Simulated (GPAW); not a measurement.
# ZrN (Fm-3m) in GPAW: convergence with plane-wave cutoff (eV)

Aim: find how far plane-wave cutoff (eV) must go before the results for ZrN settle, at r2SCAN. This setting moves, with any that are tied to it; all else stays.

Everything below comes from runs of GPAW 26.7.0. Logs are shortened: lines on timing, memory, paths and dates and some standing lists are left out, and cuts for length are marked. The log counts tension as positive stress, the text compression.

### 1 Starting point

It takes space group Fm-3m (No. 225, cubic). The conventional cell has a = 4.600 Å, b = 4.600 Å, c = 4.600 Å, α = 90.00°, β = 90.00°, γ = 90.00°. Zr (site symmetry m-3m) is surrounded by 6 N at 2.30 Å. N (site symmetry m-3m) has 6 Zr at 2.30 Å as nearest neighbours.

### 2 With plane-wave cutoff (eV) 300

Input file run.py:

```python
from ase import Atoms
from ase.dft.bandgap import bandgap
from ase.io import write
from ase.units import GPa
from gpaw import GPAW, PW

atoms = Atoms(['Zr', 'N'],
              cell=[[0.0, 2.3, 2.3],
                    [2.3, 0.0, 2.3],
                    [2.3, 2.3, 0.0]],
              scaled_positions=[[0.5, 0.5, 0.5],
                                [0.0, 0.0, 0.0]],
              pbc=True)

calc = GPAW(mode=PW(300),
            xc='MGGA_X_R2SCAN+MGGA_C_R2SCAN',
            kpts={'size': (10, 10, 10), 'gamma': True},
            occupations={'name': 'fermi-dirac', 'width': 0.05},
            nbands=19,
            convergence={'density': 1e-05, 'energy': 1e-05},
            maxiter=100,
            txt='gpaw.txt')
atoms.calc = calc
energy = atoms.get_potential_energy()
forces = atoms.get_forces()
stress = atoms.get_stress()
calc.write('gs.gpw')
write('result.traj', atoms)
print(f'Energy: {energy:.6f} eV')
print('Forces (eV/A):')
print(forces.round(4))
print('Stress (GPa):', (stress / GPa).round(3))
print('Fermi level:', round(calc.get_fermi_level(), 4), 'eV')
print(f'Gap: {bandgap(calc)[0]:.4f} eV, direct: {bandgap(calc, direct=True)[0]:.4f} eV')
```

Potentials or basis: GPAW PAW data sets (gpaw-data 1.2.1), pw.

Run with:

```sh
$ OMP_NUM_THREADS=1 python run.py
```

gpaw.txt:

```text
__  _  _
 | _ |_)|_||  |
 |__||  | ||/\| - 26.7.0

Input parameters:
  mode=PW(ecut=300.0),
  convergence={'density': 1e-05, 'energy': 1e-05},
  kpts=MonkhorstPack(size=(10, 10, 10), gamma=True),
  maxiter=100,
  nbands=19,
  occupations=Occupations(name='fermi-dirac', width=0.05),
  xc=XC(name='MGGA_X_R2SCAN+MGGA_C_R2SCAN')

Diagonalizing LCAO Hamiltonian
Converting LCAO to pw mode

              Zr

       N

Atoms  # Å, Bohr magnetons
|   | symbol |        x |        y |        z |    initial magnetic moments |
|---|--------|----------|----------|----------|-----------------------------|
| 0 |     Zr | 2.300000 | 2.300000 | 2.300000 | ( 0.0000,  0.0000,  0.0000) |
| 1 |      N | 0.000000 | 0.000000 | 0.000000 | ( 0.0000,  0.0000,  0.0000) |

Unit cell  # Å
| periodic |        x |        y |        z |  lengths |    angles |
|----------|----------|----------|----------|----------|-----------|
|      yes | 0.000000 | 2.300000 | 2.300000 | 3.252691 | 60.000000 |
|      yes | 2.300000 | 0.000000 | 2.300000 | 3.252691 | 60.000000 |
|      yes | 2.300000 | 2.300000 | 0.000000 | 3.252691 | 60.000000 |

Number of symmetries: 48
Symmetry operations  # r_c * U_cc + t_c -> r_c
|    | kind |            matrix            |
|----|------|------------------------------|
|  0 |  σ   |  1, 0, 0,  1, 0,-1,  1,-1, 0 |
|  1 |  C2  |  1, 0, 0,  1,-1, 0,  1, 0,-1 |
|  2 |  E   |  1, 0, 0,  0, 1, 0,  0, 0, 1 |
|  3 |  σ   |  1, 0, 0,  0, 0, 1,  0, 1, 0 |
|  4 |  C4  |  1, 0,-1,  1, 0, 0,  1,-1, 0 |
|  5 |  S6  |  1, 0,-1,  1,-1, 0,  1, 0, 0 |
|  6 |  σ   |  1, 0,-1,  0, 1,-1,  0, 0,-1 |
|  7 |  C3  |  1, 0,-1,  0, 0,-1,  0, 1,-1 |
|  8 |  S6  |  1,-1, 0,  1, 0, 0,  1, 0,-1 |
|  9 |  C4  |  1,-1, 0,  1, 0,-1,  1, 0, 0 |
| 10 |  C3  |  1,-1, 0,  0,-1, 1,  0,-1, 0 |
| 11 |  σ   |  1,-1, 0,  0,-1, 0,  0,-1, 1 |
| 12 |  σ   |  0, 1, 0,  1, 0, 0,  0, 0, 1 |
| 13 |  C4  |  0, 1, 0,  0, 1,-1, -1, 1, 0 |
| 14 |  C3  |  0, 1, 0,  0, 0, 1,  1, 0, 0 |
| 15 |  S6  |  0, 1, 0, -1, 1, 0,  0, 1,-1 |
| 16 |  C2  |  0, 1,-1,  1, 0,-1,  0, 0,-1 |
| 17 |  σ   |  0, 1,-1,  0, 1, 0, -1, 1, 0 |
| 18 |  S4  |  0, 1,-1,  0, 0,-1,  1, 0,-1 |
| 19 |  C4  |  0, 1,-1, -1, 1, 0,  0, 1, 0 |
| 20 |  C3  |  0, 0, 1,  1, 0, 0,  0, 1, 0 |
| 21 |  σ   |  0, 0, 1,  0, 1, 0,  1, 0, 0 |
| 22 |  S6  |  0, 0, 1,  0,-1, 1, -1, 0, 1 |
| 23 |  C4  |  0, 0, 1, -1, 0, 1,  0,-1, 1 |
| 24 |  S4  |  0, 0,-1,  1, 0,-1,  0, 1,-1 |
| 25 |  C3  |  0, 0,-1,  0, 1,-1,  1, 0,-1 |
| 26 |  C2  |  0, 0,-1,  0,-1, 0, -1, 0, 0 |
| 27 |  S6  |  0, 0,-1, -1, 0, 0,  0,-1, 0 |
| 28 |  S4  |  0,-1, 1,  1,-1, 0,  0,-1, 0 |
| 29 |  C4  |  0,-1, 1,  0, 0, 1, -1, 0, 1 |
| 30 |  C2  |  0,-1, 1,  0,-1, 0,  1,-1, 0 |
| 31 |  σ   |  0,-1, 1, -1, 0, 1,  0, 0, 1 |
| 32 |  C3  |  0,-1, 0,  1,-1, 0,  0,-1, 1 |
| 33 |  S6  |  0,-1, 0,  0, 0,-1, -1, 0, 0 |
| 34 |  S4  |  0,-1, 0,  0,-1, 1,  1,-1, 0 |
| 35 |  C2  |  0,-1, 0, -1, 0, 0,  0, 0,-1 |
| 36 |  C2  | -1, 1, 0,  0, 1, 0,  0, 1,-1 |
| 37 |  S6  | -1, 1, 0,  0, 1,-1,  0, 1, 0 |
| 38 |  S4  | -1, 1, 0, -1, 0, 1, -1, 0, 0 |
| 39 |  C3  | -1, 1, 0, -1, 0, 0, -1, 0, 1 |
| 40 |  S6  | -1, 0, 1,  0, 0, 1,  0,-1, 1 |
| 41 |  C2  | -1, 0, 1,  0,-1, 1,  0, 0, 1 |
| 42 |  C3  | -1, 0, 1, -1, 1, 0, -1, 0, 0 |
| 43 |  S4  | -1, 0, 1, -1, 0, 0, -1, 1, 0 |
| 44 |  C2  | -1, 0, 0,  0, 0,-1,  0,-1, 0 |
| 45 |  i   | -1, 0, 0,  0,-1, 0,  0, 0,-1 |
| 46 |  σ   | -1, 0, 0, -1, 1, 0, -1, 0, 1 |
| 47 |  C2  | -1, 0, 0, -1, 0, 1, -1, 1, 0 |

BZ-sampling:
  Number of BZ points: 1000
  Number of IBZ points: 47

  Monkhorst-Pack size: [10, 10, 10]
  Monkhorst-Pack shift: [0.05, 0.05, 0.05]

K-points  # in reciprocal-cell coordinates
|     |                                coordinates |     weight |
|-----|--------------------------------------------|------------|
|   0 | (  0.00000000,   0.00000000,   0.00000000) | 0.00100000 |
|   1 | (  0.10000000,   0.10000000,   0.00000000) | 0.00600000 |
|   2 | (  0.10000000,   0.10000000,   0.10000000) | 0.00800000 |
|   3 | (  0.20000000,   0.10000000,   0.10000000) | 0.01200000 |
|   4 | (  0.20000000,   0.20000000,   0.00000000) | 0.00600000 |
|   5 | (  0.20000000,   0.20000000,   0.10000000) | 0.02400000 |
|   6 | (  0.20000000,   0.20000000,   0.20000000) | 0.00800000 |
|   7 | (  0.30000000,   0.20000000,   0.10000000) | 0.02400000 |
|   8 | (  0.30000000,   0.20000000,   0.20000000) | 0.02400000 |
|   9 | (  0.30000000,   0.30000000,   0.00000000) | 0.00600000 |
| ... |                                            |            |
|  46 | (  0.50000000,   0.50000000,   0.50000000) | 0.00400000 |

Plane wave coefficients: 302
Cutoff: 300.0 eV

Spin-components: 1 (collinear spins)
Bands:           19
Projectors:      11
Spin-degeneracy: 2
Datatype:        complex128

Parallelization:
  kpt:    1
  domain: 1
  band:   1

Density:
  Valence electrons: 17.0
  Components: 1
  Grid points: [14 14 14]
  Charge: 0.0  # |e|

Potential:
  Grid points: [14 14 14]

species:
  Zr:
    name:    Zirconium
    Z:       40.0
    valence: 12
    core:    28
    charge:  0.0  # [|e|]
    compensation charges:
      type: gauss
      rc: 0.40  # [Å]
      lmax: 2
    cutoffs:
      filter: 2.39  # [Å]
      core: 1.59  # [Å]
    projectors
    | kind |    occ | energy [eV] | rcut [Å] |
    |------|--------|-------------|----------|
    |   4s |  2.000 |     -54.478 |    1.323 |
    |   5s |  2.000 |      -4.438 |    1.323 |
    |   4p |  6.000 |     -32.467 |    1.334 |
    |   5p |  0.000 |      -1.470 |    1.334 |
    |   4d |  2.000 |      -3.600 |    1.244 |
    |    d |        |      23.611 |    1.244 |

    Using partial waves for Zr as LCAO basis

  N:
    name:    Nitrogen
    Z:       7.0
    valence: 5
    core:    2
    charge:  0.0  # [|e|]
    compensation charges:
      type: gauss
      rc: 0.18  # [Å]
      lmax: 2
    cutoffs:
      filter: 1.11  # [Å]
      core: 0.96  # [Å]
    projectors
    | kind |    occ | energy [eV] | rcut [Å] |
    |------|--------|-------------|----------|
    |   2s |  2.000 |     -18.583 |    0.603 |
    |   2p |  3.000 |      -7.089 |    0.529 |
    |    s |        |       8.629 |    0.603 |
    |    p |        |      20.123 |    0.529 |
    |    d |        |       0.000 |    0.577 |

    Using partial waves for N as LCAO basis

Reference energy: -99375.292739  # eV

eigensolver:
  PPCG
  Converge bands: occupied
  niter=2

density mixing:
  MSR1-Mixer
  Pratt-step length: 0.05
  Maximum mixing coefficient: 0.75
  Old densities: 10
  SVD Regularization: 0.005
  Good broyden scale: 1.0
  Trust region scale: 1.0
  Backstep threshold: 4.0
  History deletion threshold: 6.0
  Fourier metric: weight=20.0, sigma=0.015

occupation numbers:
  Fermi-Dirac:
    width: 0.0500  # eV

poisson solver:
  ecut: 2400.0  # eV

xc functional:
  name: MGGA_X_R2SCAN+MGGA_C_R2SCAN with 2 nearest neighbor stencil

convergence criteria:
- Maximum integral of absolute [dens]ity change: 1e-05 electrons / valence electron
- Maximum [total energy] change in last 3 cyles: 1e-05 eV / valence electron
- Maximum integral of absolute [eigenst]ate change: 4e-08 eV^2 / valence electron
maximum number of iterations: 100

SCF iterations
|iter     | |      energy | eigst |  dens |
|---------|-|-------------|-------|-------|
|iter:   1| |  -32.930553 | -0.13 |       |
|iter:   2| |  -27.069217 | -1.62 | -1.00 |
|iter:   3| |  -27.112363 | -0.97 | -1.03 |
|iter:   4| |  -26.632229 | -1.32 | -1.23 |
|iter:   5| |  -26.634497 | -3.04 | -1.67 |
|iter:   6| |  -26.635505 | -4.14 | -2.51 |
|iter:   7| |  -26.635660 | -4.89 | -3.14 |
|iter:   8| |  -26.635685 | -5.93 | -3.66 |
|iter:   9| |  -26.635685c| -7.87c| -4.45 |
|iter:  10| |  -26.635686c| -7.76c| -5.07c|

Converged in 10 steps
Energy contributions relative to reference atoms: (reference = -99375.292739)

Energy contributions:
  Kinetic:          -8.839994
  Coulomb:          10.546754
  Zero:              0.222715
  External:          0.000000
  Xc:              -28.562573
  Entropy:          -0.005177
  Spinorbit:         0.000000
  ----------------------------
  Free energy:     -26.638274
  Extrapolated:    -26.635686

dipole moment: (-11.614853, -11.614853, -11.614853)  # |e|*Ang

Fermi level: 13.259
Eigenvalues  # (at kpt = [0.000, 0.000, 0.000])
| band index |      eig [eV] | occ [0-2] |
|------------|---------------|-----------|
|          0 |       -38.301 |     2.000 |
|        ... |               |           |
|          3 |       -15.246 |     2.000 |
|          4 |        -5.274 |     2.000 |
|          5 |        10.359 |     2.000 |
|          6 |        10.359 |     2.000 |
|          7 |        10.363 |     2.000 |
|          8 |        12.754 |     2.000 |
|          9 |        12.755 |     2.000 |
|         10 |        12.755 |     2.000 |
|         11 |        14.714 |     0.000 |
|         12 |        14.714 |     0.000 |
|         13 |        15.737 |     0.000 |
|         14 |        22.854 |     0.000 |
|         15 |        35.905 |     0.000 |
|         16 |        35.905 |     0.000 |
|         17 |        35.905 |     0.000 |
|         18 |        39.138 |     0.000 |

No gap
No difference between direct/indirect transitions

Forces  # eV/Ang
|        x |       y |       z |
|----------|---------|---------|
|  0.00000 | 0.00000 | 0.00000 |  # Zr   0
| -0.00000 | 0.00000 | 0.00000 |  # N    1

Stress tensor  # eV/Ang^3
|        x |         y |         z |
|----------|-----------|-----------|
| 0.391694 |  0.000000 |  0.000000 |
| 0.000000 |  0.391694 | -0.000000 |
| 0.000000 | -0.000000 |  0.391694 |

# Writing to gs.gpw (mode='')
```

Wall time 21 s (1 thread of Arm Neoverse V1, shared host); peak memory 0.23 GiB.

What came out:

* Free energy: -26.6383 eV
* Pressure: -62.8 GPa
* Band gap on the k mesh: none (metal or under the smearing width)

### 3 With plane-wave cutoff (eV) 350

Edit run.py of step 2 so:

```diff
@@ -14,3 +14,3 @@
 
-calc = GPAW(mode=PW(300),
+calc = GPAW(mode=PW(350),
             xc='MGGA_X_R2SCAN+MGGA_C_R2SCAN',
```

Potentials or basis: GPAW PAW data sets (gpaw-data 1.2.1), pw.

Run with:

```sh
$ OMP_NUM_THREADS=1 python run.py
```

It took 24 s on 1 thread of Arm Neoverse V1, shared host; peak memory 0.24 GiB.

What came out:

| Quantity | Value |
| --- | --- |
| Free energy | -28.6334 eV |
| Pressure | -50.3 GPa |
| Band gap on the k mesh | none (metal or under the smearing width) |

### 4 With plane-wave cutoff (eV) 400

Edit run.py of step 3 so:

```diff
@@ -14,3 +14,3 @@
 
-calc = GPAW(mode=PW(350),
+calc = GPAW(mode=PW(400),
             xc='MGGA_X_R2SCAN+MGGA_C_R2SCAN',
```

Run with:

```sh
$ OMP_NUM_THREADS=1 python run.py
```

Run time: 24 s. Hardware: 1 thread of Arm Neoverse V1, shared host; peak memory 0.24 GiB.

What came out:

```yaml
Free_energy: -29.9766 eV
Pressure: -36.8 GPa
Band_gap_on_the_k_mesh: none (metal or under the smearing width)
```

### 5 With plane-wave cutoff (eV) 500

Edit run.py of step 4 so:

```diff
@@ -14,3 +14,3 @@
 
-calc = GPAW(mode=PW(400),
+calc = GPAW(mode=PW(500),
             xc='MGGA_X_R2SCAN+MGGA_C_R2SCAN',
```

Run with:

```sh
$ OMP_NUM_THREADS=1 python run.py
```

Run time: 54 s. Hardware: 1 thread of Arm Neoverse V1, shared host; peak memory 0.25 GiB.

What came out:

| Item | Value |
| --- | --- |
| Free energy | -31.2229 eV |
| Pressure | -18.1 GPa |
| Band gap on the k mesh | none (metal or under the smearing width) |

### 6 With plane-wave cutoff (eV) 600

Edit run.py of step 5 so:

```diff
@@ -14,3 +14,3 @@
 
-calc = GPAW(mode=PW(500),
+calc = GPAW(mode=PW(600),
             xc='MGGA_X_R2SCAN+MGGA_C_R2SCAN',
```

Potentials or basis: GPAW PAW data sets (gpaw-data 1.2.1), pw.

Run with:

```sh
$ OMP_NUM_THREADS=1 python run.py
```

It took 43 s on 1 thread of Arm Neoverse V1, shared host; peak memory 0.26 GiB.

It converged, with:

| Property | Result |
| --- | --- |
| Free energy | -31.6465 eV |
| Pressure | -8.5 GPa |
| Band gap on the k mesh | none (metal or under the smearing width) |

### 7 With plane-wave cutoff (eV) 700

Edit run.py of step 6 so:

```diff
@@ -14,3 +14,3 @@
 
-calc = GPAW(mode=PW(600),
+calc = GPAW(mode=PW(700),
             xc='MGGA_X_R2SCAN+MGGA_C_R2SCAN',
```

Run with:

```sh
$ OMP_NUM_THREADS=1 python run.py
```

Run time: 45 s. Hardware: 1 thread of Arm Neoverse V1, shared host; peak memory 0.26 GiB.

Results (log left out):

```
Free energy            : -31.7712 eV
Pressure               : -4.7 GPa
Band gap on the k mesh : none (metal or under the smearing width)
```

### 8 With plane-wave cutoff (eV) 800

Edit run.py of step 7 so:

```diff
@@ -14,3 +14,3 @@
 
-calc = GPAW(mode=PW(700),
+calc = GPAW(mode=PW(800),
             xc='MGGA_X_R2SCAN+MGGA_C_R2SCAN',
```

Run with:

```sh
$ OMP_NUM_THREADS=1 python run.py
```

It took 1.8 min on 1 thread of Arm Neoverse V1, shared host; peak memory 0.28 GiB.

Results (log left out):

* Free energy: -31.8048 eV
* Pressure: -3.4 GPa
* Band gap on the k mesh: none (metal or under the smearing width)

### 9 With plane-wave cutoff (eV) 1000

Edit run.py of step 8 so:

```diff
@@ -14,3 +14,3 @@
 
-calc = GPAW(mode=PW(800),
+calc = GPAW(mode=PW(1000),
             xc='MGGA_X_R2SCAN+MGGA_C_R2SCAN',
```

Potentials or basis: GPAW PAW data sets (gpaw-data 1.2.1), pw.

Run with:

```sh
$ OMP_NUM_THREADS=1 python run.py
```

Wall time 1.8 min (1 thread of Arm Neoverse V1, shared host); peak memory 0.29 GiB.

It converged, with:

```
Free energy            : -31.8136 eV
Pressure               : -2.9 GPa
Band gap on the k mesh : none (metal or under the smearing width)
```

### 10 With plane-wave cutoff (eV) 1200

Edit run.py of step 9 so:

```diff
@@ -14,3 +14,3 @@
 
-calc = GPAW(mode=PW(1000),
+calc = GPAW(mode=PW(1200),
             xc='MGGA_X_R2SCAN+MGGA_C_R2SCAN',
```

Run with:

```sh
$ OMP_NUM_THREADS=1 python run.py
```

Run time: 2.6 min. Hardware: 1 thread of Arm Neoverse V1, shared host; peak memory 0.32 GiB.

It converged, with:

- Free energy: -31.8156 eV
- Pressure: -2.9 GPa
- Band gap on the k mesh: none (metal or under the smearing width)

### 11 The series at a glance

```
plane-wave cutoff (eV)  energy less the tightest run, at zero smearing (meV/atom)  pressure (GPa)  SCF cycles  CPU time (s)  peak memory (GiB)
                   300                                                    2588.33          -62.76          10            21               0.23
                   350                                                    1590.95          -50.31          10            24               0.24
                   400                                                     919.47          -36.84          10            24               0.24
                   500                                                     296.29          -18.14          11            54               0.25
                   600                                                      84.50           -8.54          11            43               0.26
                   700                                                      22.17           -4.72          11            45               0.26
                   800                                                       5.39           -3.37          11           110               0.28
                  1000                                                       0.99           -2.93          11           110               0.29
                  1200                                                       0.00           -2.91          11           160               0.32
```

Against the tightest run, the energy stays within 1 meV/atom from 1000 on; the pressure stays within 0.1 GPa from 1000 on. The tightest run that finished is the yardstick and may itself not be fully converged.

Caveats: the PAW data sets were made with another functional, which shifts forces and pressure a little.
